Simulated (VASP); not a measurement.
# C (P6_3/mmc) in VASP: further runs

The runs below take C through relaxation of cell and atoms, vibrations by finite differences, with PBE+D3(BJ).

Program: VASP 6.6.1. These are calculated values, not measurements. Logs are shortened: lines on timing, memory, paths and dates and some standing lists are left out, and cuts for length are marked.

## 1. The structure

Symmetry: P6_3/mmc, No. 194, hexagonal system. The conventional cell has a = 2.467 Å, b = 2.467 Å, c = 7.803 Å, α = 90.00°, β = 90.00°, γ = 120.00°. C (site symmetry -6m2) has 3 C at 1.42 Å as nearest neighbours. C (site symmetry -6m2) is surrounded by 3 C at 1.42 Å.

## 2. Relaxation of cell and atoms, PBE+D3(BJ)

The input, INCAR:

```
SYSTEM = C
PREC = Accurate
ENCUT = 700
EDIFF = 1E-7
ISMEAR = 0
SIGMA = 0.02
LREAL = .FALSE.
LASPH = .TRUE.
NELM = 80
ALGO = Normal
ISIF = 3
LWAVE = .FALSE.
LCHARG = .FALSE.
GGA = PE
IVDW = 12
IBRION = 2
NSW = 80
EDIFFG = -0.002
KPAR = 4
```

The input, KPOINTS:

```
Automatic mesh
0
G
  15 15 4
  0 0 0
```

The input, POSCAR:

```
C
1.0
    2.4672912600      0.0000000000      0.0000000000
   -1.2336456300      2.1367369100      0.0000000000
    0.0000000000      0.0000000000      7.8030730000
C
4
Direct
    0.0000000000      0.0000000000      0.2500000000
    0.0000000000      0.0000000000      0.7500000000
    0.3333333300      0.6666666700      0.2500000000
    0.6666666700      0.3333333300      0.7500000000
```

Potentials or basis: VASP PAW PBE potentials, release 64 (C).

Run with:

```console
cat potpaw_PBE.64/C/POTCAR > POTCAR
mpirun -np 4 vasp_std > vasp.out
```

OUTCAR:

```text
SYSTEM = C
   PREC = Accurate
   ENCUT = 700
   EDIFF = 1E-7
   ISMEAR = 0
   LREAL = .FALSE.
   LASPH = .TRUE.
   NELM = 80
   ISIF = 3
   GGA = PE
   IVDW = 12
   IBRION = 2
   NSW = 80
   EDIFFG = -0.002
 IVDW          = 12

 ion  position               nearest neighbor table
   1  0.000  0.000  0.250-   3 1.42   3 1.42   3 1.42
   2  0.000  0.000  0.750-   4 1.42   4 1.42   4 1.42
   3  0.333  0.667  0.250-   1 1.42   1 1.42   1 1.42
   4  0.667  0.333  0.750-   2 1.42   2 1.42   2 1.42

  LATTYP: Found a hexagonal cell.
 ALAT       =     2.4672912600
 C/A-ratio  =     3.1626071581

  Lattice vectors:

 A1 = (   2.4672912600,   0.0000000000,   0.0000000000)
 A2 = (  -1.2336456300,   2.1367369100,   0.0000000000)
 A3 = (   0.0000000000,   0.0000000000,   7.8030730000)

Analysis of symmetry for initial positions (statically):
=====================================================================
 Subroutine PRICEL returns:
 Original cell was already a primitive cell.

 Routine SETGRP: Setting up the symmetry group for a
 hexagonal supercell.

 Subroutine GETGRP returns: Found 24 space group operations
 (whereof 12 operations were pure point group operations)
 out of a pool of 24 trial point group operations.

The static configuration has the point symmetry D_3d.
 The point group associated with its full space group is D_6h.

Analysis of symmetry for dynamics (positions and initial velocities):
=====================================================================
 Subroutine PRICEL returns:
 Original cell was already a primitive cell.

 Routine SETGRP: Setting up the symmetry group for a
 hexagonal supercell.

 Subroutine GETGRP returns: Found 24 space group operations
 (whereof 12 operations were pure point group operations)
 out of a pool of 24 trial point group operations.

The dynamic configuration has the point symmetry D_3d.
 The point group associated with its full space group is D_6h.

 Subroutine INISYM returns: Found 24 space group operations
 (whereof 12 operations are pure point group operations),
 and found     1 'primitive' translations

----------------------------------------------------------------------------------------

                                     Primitive cell

  volume of cell :      41.1374

  direct lattice vectors                    reciprocal lattice vectors
     2.467291260  0.000000000  0.000000000     0.405302777  0.234001668  0.000000000
    -1.233645630  2.136736910  0.000000000     0.000000000  0.468003335  0.000000000
     0.000000000  0.000000000  7.803073000     0.000000000  0.000000000  0.128154639

  length of vectors
     2.467291260  2.467291260  7.803073000     0.468003335  0.468003335  0.128154639

  position of ions in fractional coordinates (direct lattice)
     0.000000000  0.000000000  0.250000000
     0.000000000  0.000000000  0.750000000
     0.333333330  0.666666670  0.250000000
     0.666666670  0.333333330  0.750000000

  ion indices of the primitive-cell ions
   primitive index   ion index
                 1           1
                 2           2
                 3           3
                 4           4

----------------------------------------------------------------------------------------

 KPOINTS: Automatic mesh

Automatic generation of k-mesh.
 Grid dimensions read from file:
 generate k-points for:   15   15    4

 Generating k-lattice:

  Cartesian coordinates                     Fractional coordinates (reciprocal lattice)
     0.027020185  0.015600111  0.000000000     0.066666667  0.000000000  0.000000000
     0.000000000  0.031200222  0.000000000     0.000000000  0.066666667  0.000000000
     0.000000000  0.000000000  0.032038660     0.000000000  0.000000000  0.250000000

  Length of vectors
     0.031200222  0.031200222  0.032038660

  Shift w.r.t. Gamma in fractional coordinates (k-lattice)
     0.000000000  0.000000000  0.000000000

 Subroutine IBZKPT returns following result:
 ===========================================

 Found     81 irreducible k-points:

 Following reciprocal coordinates:
            Coordinates               Weight
  0.000000  0.000000  0.000000      1.000000
  0.066667  0.000000  0.000000      6.000000
  0.133333  0.000000  0.000000      6.000000
  0.200000  0.000000  0.000000      6.000000
  0.266667  0.000000  0.000000      6.000000
  0.333333  0.000000  0.000000      6.000000
[... 16 lines left out ...]
  0.333333  0.200000  0.000000     12.000000
  0.400000  0.200000  0.000000      6.000000
 [... further k-points ...]
   k-points           NKPTS =     81   k-points in BZ     NKDIM =     81   number of bands    NBANDS=     12
   number of dos      NEDOS =    301   number of ions     NIONS =      4
   total plane-waves  NPLWV =  40320
   dimension x,y,z NGX =    24 NGY =   24 NGZ =   70
   dimension x,y,z NGXF=    48 NGYF=   48 NGZF=  140
   ions per type =               4
   NGX,Y,Z   is equivalent  to a cutoff of  16.17, 16.17, 14.91 a.u.
   NGXF,Y,Z  is equivalent  to a cutoff of  32.34, 32.34, 29.83 a.u.
 SYSTEM =  C
   PREC   = accura    normal or accurate (medium, high low for compatibility)
   ISTART =      0    job   : 0-new  1-cont  2-samecut
   ICHARG =      2    charge: 1-file 2-atom 10-const
   ISPIN  =      1    spin polarized calculation?
   LNONCOLLINEAR =      F non collinear calculations
   LSORBIT =      F    spin-orbit coupling
   LASPH  =      T    aspherical Exc in radial PAW
   ENCUT  =  700.0 eV  51.45 Ry    7.17 a.u.   5.32  5.32 16.83*2*pi/ulx,y,z
   NELM   =     80;   NELMIN=  2; NELMDL= -5     # of ELM steps
   EDIFF  = 0.1E-06   stopping-criterion for ELM
   LREAL  =      F    real-space projection
   EDIFFG = -.2E-02   stopping-criterion for IOM
   NSW    =     80    number of steps for IOM
   IBRION =      2    ionic relax: 0-MD 1-quasi-New 2-CG
   NFREE  =      1    steps in history (QN), initial steepest desc. (CG)
   ISIF   =      3    stress and relaxation
   ISYM   =      2    0-nonsym 1-usesym 2-fastsym
   POTIM  = 0.5000    time-step for ionic-motion
   TEBEG  =    0.0;   TEEND  =   0.0 temperature during run
   PSTRESS=    0.0 pullay stress
   NELECT =      16.0000    total number of electrons
   NUPDOWN=      -1.0000    fix difference up-down
   EMIN   =  10.00;   EMAX   =-10.00  energy-range for DOS
   EFERMI =   0.00;   METHOD = LEGACY
   ISMEAR =     0;   SIGMA  =   0.02  broadening in eV -4-tet -1-fermi 0-gaus
   EFERMI_NEDOS =   21; number of points for ismear=-14 and -15
   IALGO  =     38    algorithm
   IMIX   =      4    mixing-type and parameters
     AMIX     =   0.40;   BMIX     =  1.00
     AMIX_MAG =   1.60;   BMIX_MAG =  1.00
  volume/ion in A,a.u.               =      10.28        69.40
  Fermi-wavevector in a.u.,A,eV,Ry     =   1.195003  2.258229 19.429568  1.428033
  Thomas-Fermi vector in A             =   2.330979
   LORBIT       =      0    0 simple, 1 ext, 2 COOP (PROOUT), +10 PAW based schemes
   GGA     = PE    functional components
   LHFCALC =     F    Hartree Fock is set to
   AEXX    =    0.0000 exact exchange contribution
   IVDW    =    12    specifies the selected vdW correction
   LEPSILON=     F    determine dielectric tensor
   LRPA    =     F    only Hartree local field effects (RPA)
 conjugate gradient relaxation of ions
 non-spin polarized calculation
 Gauss-broadening in eV      SIGMA  =   0.02
  energy-cutoff  :      700.00
  volume of cell :       41.14
 maximum number of plane-waves:      1756
 NGX is ok and might be reduce to    24
   NGX = 11   NGY = 11   NGZ = 33

--------------------------------------- Ionic step        1  -------------------------------------------

 number of electron      15.9999999 magnetization

 Free energy of the ion-electron system (eV)
  ---------------------------------------------------
  ext. energy  EPLUGINS =         0.00000000
  ---------------------------------------------------
  free energy    TOTEN  =       -36.92432731 eV

  energy without entropy =      -36.92407813  energy(sigma->0) =      -36.92420272

------------------------ aborting loop because EDIFF is reached ----------------------------------------

 Edisp (eV)   -0.52304

 E8    (eV) :    -0.1459

  FORCE on cell =-STRESS in cart. coord.  units (eV):
  Direction    XX          YY          ZZ          XY          YZ          ZX
  --------------------------------------------------------------------------------------
  -------------------------------------------------------------------------------------
  Total      -0.21237    -0.21237    -0.56689    -0.00000     0.00000     0.00000
  in kB      -8.27106    -8.27106   -22.07850    -0.00000     0.00000     0.00000
  external pressure =      -12.87 kB  Pullay stress =        0.00 kB
[... 830 lines left out ...]
 k-point    24 :       0.4000    0.2000    0.0000
  band No.  band energies     occupation
      1      -9.7887      2.00000
      2      -9.7429      2.00000
      3      -8.8050      2.00000
      4      -8.7747      2.00000
      5      -4.9656      2.00000
      6      -4.9230      2.00000
      7       2.1974      2.00000
      8       2.5808      2.00000
      9       5.2023      0.00000
     10       5.3348      0.00000
     11      14.6143      0.00000
     12      15.0243      0.00000

 [... further k-points ...]

[... ionic steps 4 to 10 ...]

--------------------------------------- Ionic step       11  -------------------------------------------

 number of electron      15.9999999 magnetization

------------------------ aborting loop because EDIFF is reached ----------------------------------------

 Edisp (eV)   -0.62791

 E8    (eV) :    -0.1780
[... 73 lines left out ...]
  energy  without entropy=      -37.5002000176  energy(sigma->0) =      -37.50030049

--------------------------------------- Ionic step       13  -------------------------------------------

 number of electron      15.9999999 magnetization

 Free energy of the ion-electron system (eV)
  ---------------------------------------------------
  ext. energy  EPLUGINS =         0.00000000
  ---------------------------------------------------
  free energy    TOTEN  =       -36.87771602 eV

  energy without entropy =      -36.87751720  energy(sigma->0) =      -36.87761661

 E-fermi :   4.6813     XC(G=0): -10.3334

 val. band max:        4.6794806027   @ k =   0.3333   0.3333   0.5000
 cond. band min:       4.6819162441   @ k =   0.3333   0.3333   0.2500
 fundamental gap:      0.0024356415
 Fermi energy:         4.6813150944

 k-point     1 :       0.0000    0.0000    0.0000
  band No.  band energies     occupation
      1     -14.9642      2.00000
      2     -14.6608      2.00000
      3      -3.8321      2.00000
      4      -1.8509      2.00000
      5       1.6679      2.00000
      6       1.6679      2.00000
      7       1.6865      2.00000
      8       1.6865      2.00000
      9       8.9896      0.00000
     10      13.0096      0.00000
     11      13.0096      0.00000
     12      13.0623      0.00000
[... 380 lines left out ...]
  FREE ENERGIE OF THE ION-ELECTRON SYSTEM (eV)
  ---------------------------------------------------
  free  energy   TOTEN  =       -37.5041980043 eV

  energy  without entropy=      -37.5039991901  energy(sigma->0) =      -37.50409860

 reached required accuracy - stopping structural energy minimisation
```

Wall time 2 min (4 MPI ranks of AMD EPYC 9R14 (Zen 4), shared host); peak memory 0.21 GiB.

What came out:

- Free energy: -37.5042 eV
- Relaxed volume: 8.81 Å³/atom
- Relaxed cell: a = 2.465 Å, b = 2.465 Å, c = 6.700 Å, α = 90.00°, β = 90.00°, γ = 120.00°
- Space group after relaxing (to 0.05 Å): P6_3/mmc (No. 194)
- Energy gained by relaxing: 14.2 meV/atom
- Ionic steps: 13
- Pressure after relaxing: 0.0 GPa
- Band gap on the k mesh: none (metal or under the smearing width)
- Dispersion energy per atom: -0.157 eV

The path:
```tsv
step	energy change (eV)	largest force (eV/Å)	pressure (GPa)	volume (Å³)
1	0.0000	0.0000	-1.29	41.14
2	-0.0031	0.0000	0.64	40.65
3	-0.0033	0.0000	1.21	40.51
4	-0.0045	0.0000	1.20	40.42
5	-0.0080	0.0000	1.19	40.17
6	-0.0151	0.0000	1.16	39.66
7	-0.0286	0.0000	1.13	38.65
8	-0.0500	0.0000	1.18	36.63
9	-0.0251	0.0000	2.46	32.57
10	-0.0553	0.0000	1.30	35.68
11	-0.0561	0.0000	1.41	35.09
12	-0.0530	0.0000	-3.14	35.64
13	-0.0568	0.0000	0.00	35.26
```

Final structure:
```
C
1.0
     2.46500    0.00000    0.00000
    -1.23250    2.13475    0.00000
     0.00000    0.00000    6.69989
C
4
Direct
  0.00000 0.00000 0.25000
  0.00000 0.00000 0.75000
  0.33333 0.66667 0.25000
  0.66667 0.33333 0.75000
```

(Part 1 of 2 ends here.)
